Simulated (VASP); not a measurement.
# Cs (I4/mmm) in VASP: further runs

One crystal, Cs, is run at these levels: PBE; tasks: single point.

Program: VASP 6.6.1. These are calculated values, not measurements. Logs are shortened: lines on timing, memory, paths and dates and some standing lists are left out, and cuts for length are marked.

**1. The crystal as given**

The structure is tetragonal, space group I4/mmm (No. 139). The conventional cell has a = 5.500 Å, b = 5.500 Å, c = 8.194 Å, α = 90.00°, β = 90.00°, γ = 90.00°.

This isn't the form of Cs at room conditions, which is bcc.

**2. Single point, PBE**

The input, INCAR:

```
PREC = Accurate
ENCUT = 450
EDIFF = 1E-6
ISMEAR = -1
SIGMA = 0.15
LREAL = False
LASPH = True
NELM = 100
ALGO = Normal
ISIF = 2
LWAVE = False
LCHARG = False
GGA = PE
NBANDS = 10
ADDGRID = False
```

The input, KPOINTS:

```
regular mesh
0
Gamma
  10 10 10
```

The input, POSCAR:

```
Cs
1.0
   -2.7500754600      2.7500754600      4.0972389800
    2.7500754600     -2.7500754600      4.0972389800
    2.7500754600      2.7500754600     -4.0972389800
Cs
1
Direct
    0.0000000000      0.0000000000      0.0000000000
```

Potentials or basis: VASP PAW PBE potentials, release 64 (Cs_sv).

Run with:

```sh
$ cat potpaw_PBE.64/Cs_sv/POTCAR > POTCAR
$ mpirun -np 1 vasp_std > vasp.out
```

OUTCAR:

```text
PREC = Accurate
   ENCUT = 450
   EDIFF = 1E-6
   ISMEAR = -1
   LREAL = False
   LASPH = True
   NELM = 100
   ISIF = 2
   GGA = PE

 Found    102 irreducible k-points:

 Following reciprocal coordinates:
            Coordinates               Weight
  0.000000  0.000000  0.000000      1.000000
  0.100000  0.000000  0.000000      8.000000
  0.200000  0.000000  0.000000      8.000000
  0.300000 -0.000000  0.000000      8.000000
  0.400000  0.000000  0.000000      8.000000
  0.500000 -0.000000  0.000000      4.000000
   k-points           NKPTS =    102   k-points in BZ     NKDIM =    102   number of bands    NBANDS=     10
   number of dos      NEDOS =    301   number of ions     NIONS =      1
   total plane-waves  NPLWV =  64000
   dimension x,y,z NGX =    40 NGY =   40 NGZ =   40
   dimension x,y,z NGXF=    80 NGYF=   80 NGZF=   80
   ions per type =               1
   NGX,Y,Z   is equivalent  to a cutoff of  11.77, 11.77, 11.77 a.u.
   NGXF,Y,Z  is equivalent  to a cutoff of  23.54, 23.54, 23.54 a.u.
 SYSTEM =  unknown system
   PREC   = accura    normal or accurate (medium, high low for compatibility)
   ISTART =      0    job   : 0-new  1-cont  2-samecut
   ICHARG =      2    charge: 1-file 2-atom 10-const
   ISPIN  =      1    spin polarized calculation?
   LNONCOLLINEAR =      F non collinear calculations
   LSORBIT =      F    spin-orbit coupling
   LASPH  =      T    aspherical Exc in radial PAW
   ENCUT  =  450.0 eV  33.07 Ry    5.75 a.u.   9.77  9.77  9.77*2*pi/ulx,y,z
   NELM   =    100;   NELMIN=  2; NELMDL= -5     # of ELM steps
   EDIFF  = 0.1E-05   stopping-criterion for ELM
   LREAL  =      F    real-space projection
   EDIFFG = 0.1E-04   stopping-criterion for IOM
   NSW    =      0    number of steps for IOM
   IBRION =     -1    ionic relax: 0-MD 1-quasi-New 2-CG
   NFREE  =      0    steps in history (QN), initial steepest desc. (CG)
   ISIF   =      2    stress and relaxation
   ISYM   =      2    0-nonsym 1-usesym 2-fastsym
   POTIM  = 0.5000    time-step for ionic-motion
   TEBEG  =    0.0;   TEEND  =   0.0 temperature during run
   PSTRESS=    0.0 pullay stress
   NELECT =       9.0000    total number of electrons
   NUPDOWN=      -1.0000    fix difference up-down
   EMIN   =  10.00;   EMAX   =-10.00  energy-range for DOS
   EFERMI =   0.00;   METHOD = LEGACY
   ISMEAR =    -1;   SIGMA  =   0.15  broadening in eV -4-tet -1-fermi 0-gaus
   EFERMI_NEDOS =   21; number of points for ismear=-14 and -15
   IALGO  =     38    algorithm
   IMIX   =      4    mixing-type and parameters
     AMIX     =   0.40;   BMIX     =  1.00
     AMIX_MAG =   1.60;   BMIX_MAG =  1.00
  volume/ion in A,a.u.               =     123.95       836.44
  Fermi-wavevector in a.u.,A,eV,Ry     =   0.682981  1.290648  6.346621  0.466463
  Thomas-Fermi vector in A             =   1.762213
   LORBIT       =      0    0 simple, 1 ext, 2 COOP (PROOUT), +10 PAW based schemes
   GGA     = PE    functional components
   LHFCALC =     F    Hartree Fock is set to
   AEXX    =    0.0000 exact exchange contribution
   IVDW    =     0    specifies the selected vdW correction
   LEPSILON=     F    determine dielectric tensor
   LRPA    =     F    only Hartree local field effects (RPA)
 non-spin polarized calculation
  energy-cutoff  :      450.00
  volume of cell :      123.95
 maximum number of plane-waves:      2719
   NGX = 19   NGY = 19   NGZ = 19

 number of electron       9.0000001 magnetization

 Free energy of the ion-electron system (eV)
  ---------------------------------------------------
  ext. energy  EPLUGINS =         0.00000000
  ---------------------------------------------------
  free energy    TOTEN  =        -0.89437932 eV

  energy without entropy =       -0.80523510  energy(sigma->0) =       -0.84980721

 E-fermi :   0.2537     XC(G=0):  -5.2207

 val. band max:        0.2208066206   @ k =  -0.2000   0.4000   0.1000
 cond. band min:       0.2686572824   @ k =   0.5000  -0.0000   0.0000
 fundamental gap:      0.0478506617
 Fermi energy:         0.2536997666

 k-point     1 :       0.0000    0.0000    0.0000
  band No.  band energies     occupation
      1     -23.6206      2.00000
      2     -10.3766      2.00000
      3     -10.3751      2.00000
      4     -10.3751      2.00000
      5      -1.3279      1.99995
      6       2.5792      0.00000
      7       2.7412      0.00000
      8       2.7412      0.00000
      9       3.5222      0.00000
     10       3.8427      0.00000

 k-point     2 :       0.1000    0.0000    0.0000
  band No.  band energies     occupation
      1     -23.6202      2.00000
      2     -10.3858      2.00000
      3     -10.3779      2.00000
      4     -10.3761      2.00000
      5      -1.2308      1.99990
      6       2.4792      0.00000
      7       2.6883      0.00000
      8       2.7893      0.00000
      9       3.4576      0.00000
     10       3.7426      0.00000

 k-point     3 :       0.2000    0.0000    0.0000
  band No.  band energies     occupation
      1     -23.6191      2.00000
      2     -10.4124      2.00000
      3     -10.3825      2.00000
      4     -10.3787      2.00000
      5      -0.9517      1.99935
      6       2.0969      0.00001
      7       2.6993      0.00000
      8       2.8671      0.00000
      9       3.4479      0.00000
     10       3.6244      0.00000

 k-point     4 :       0.3000   -0.0000    0.0000
  band No.  band energies     occupation
      1     -23.6178      2.00000
      2     -10.4448      2.00000
      3     -10.3881      2.00000
      4     -10.3820      2.00000
      5      -0.5289      1.98921
      6       1.6653      0.00016
      7       2.6007      0.00000
      8       2.8167      0.00000
      9       3.7219      0.00000
     10       3.7805      0.00000

 k-point     5 :       0.4000    0.0000    0.0000
  band No.  band energies     occupation
      1     -23.6167      2.00000
      2     -10.4706      2.00000
      3     -10.3926      2.00000
      4     -10.3846      2.00000
      5      -0.0406      1.75348
      6       1.2440      0.00271
      7       2.4839      0.00000
      8       2.7070      0.00000
      9       4.1422      0.00000
     10       4.1639      0.00000

 k-point     6 :       0.5000   -0.0000    0.0000
  band No.  band energies     occupation
      1     -23.6163      2.00000
      2     -10.4804      2.00000
      3     -10.3943      2.00000
      4     -10.3856      2.00000
      5       0.2687      0.95018
      6       0.9759      0.01609
      7       2.4372      0.00000
      8       2.6607      0.00000
      9       4.3772      0.00000
     10       4.4496      0.00000

 [... further k-points ...]

------------------------ aborting loop because EDIFF is reached ----------------------------------------

  FORCE on cell =-STRESS in cart. coord.  units (eV):
  Direction    XX          YY          ZZ          XY          YZ          ZX
  --------------------------------------------------------------------------------------
  -------------------------------------------------------------------------------------
  Total       -0.0674227     -0.0674227     -0.0901826      0.0000000     -0.0000000      0.0000000
  in kB       -0.8715175     -0.8715175     -1.1657158      0.0000000     -0.0000000      0.0000000
  external PRESSURE =      -0.9695836 kB  Pullay stress =       0.0000000 kB

 VOLUME and BASIS-vectors are now :
 -----------------------------------------------------------------------------
  energy-cutoff  :      450.00
  volume of cell :      123.95
      direct lattice vectors                 reciprocal lattice vectors
    -2.750075460  2.750075460  4.097238980     0.000000000  0.181813193  0.122033399
     2.750075460 -2.750075460  4.097238980     0.181813193  0.000000000  0.122033399
     2.750075460  2.750075460 -4.097238980     0.181813193  0.181813193  0.000000000

 POSITION                                       TOTAL-FORCE (eV/Angst)
 -----------------------------------------------------------------------------------
      0.00000      0.00000      0.00000        -0.000000     -0.000000      0.000000
 -----------------------------------------------------------------------------------
    total drift:                               -0.000000      0.000000     -0.000000

  FREE ENERGIE OF THE ION-ELECTRON SYSTEM (eV)
  ---------------------------------------------------
  free  energy   TOTEN  =        -0.8943793177 eV

  energy  without entropy=       -0.8052351045  energy(sigma->0) =       -0.84980721
```

Run time: 40 s. Hardware: 1 thread of Intel Xeon Platinum 8488C (Sapphire Rapids), shared host; peak memory 0.28 GiB.

The run converged, but some of its settings lie outside the range that counts as converged, so its numbers aren't taken as properties of the crystal.

What came out:

```
Free energy            : -0.8944 eV
Pressure               : -0.1 GPa
Band gap on the k mesh : none (metal or under the smearing width)
```

**3. Single point, PBE**

This run uses another cell than the first one, of the same volume but with other edges.

INCAR is that of step 2.

KPOINTS is that of step 2.

The input, POSCAR:

```
Cs
1.0
   -2.6528630000      2.7200140000      3.9488130000
    2.8833600000     -2.6988260000      4.0893020000
    2.7318000000      2.7777640000     -3.9345920000
Cs
1
Direct
    0.0073440000      0.0133040000      0.0001460000
```

Potentials or basis: VASP PAW PBE potentials, release 64 (Cs_sv).

Run with:

```sh
$ cat potpaw_PBE.64/Cs_sv/POTCAR > POTCAR
$ mpirun -np 1 vasp_std > vasp.out
```

Wall time 3.3 min (1 thread of Intel Xeon Platinum 8488C (Sapphire Rapids), shared host); peak memory 0.59 GiB.

The run converged, but some of its settings lie outside the range that counts as converged, so its numbers aren't taken as properties of the crystal.

What came out:

```yaml
Free_energy: -0.8929 eV
Pressure: -0.1 GPa
Band_gap_on_the_k_mesh: none (metal or under the smearing width)
```

**4. Single point, PBE**

Edit INCAR of step 3 so:

```diff
@@ -1,5 +1,5 @@
 PREC = Accurate
-ENCUT = 450
+ENCUT = 550
 EDIFF = 1E-6
-ISMEAR = -1
+ISMEAR = 1
 SIGMA = 0.15
```

KPOINTS is that of step 3.

The input, POSCAR:

```
Cs
1.0
   -2.7500754600      2.7500754600      4.0972389800
    2.7500754600     -2.7500754600      4.0972389800
    2.7500754600      2.7500754600     -4.0972389800
Cs
1
Direct
    0.0000000000      0.0000000000      0.0000000000
```

Run with:

```sh
$ cat potpaw_PBE.64/Cs_sv/POTCAR > POTCAR
$ mpirun -np 1 vasp_std > vasp.out
```

It took 67 s on 1 thread of Intel Xeon Platinum 8488C (Sapphire Rapids), shared host; peak memory 0.38 GiB.

These settings aren't checked as converged: the numbers below hold their error.

Results:

```
Free energy            : -0.8480 eV
Pressure               : -0.1 GPa
Band gap on the k mesh : none (metal or under the smearing width)
```

**5. The reference run**

An earlier run on the cell as given: functional PBE; potentials or basis VASP PAW PBE potentials, release 64 (Cs_sv); cutoff 520 eV; k mesh 7 × 7 × 7; occupations fermi-dirac, width 0.05 eV; no spin polarisation.

* Pressure: -0.1 GPa
* Band gap on the k mesh: none (metal or under the smearing width)
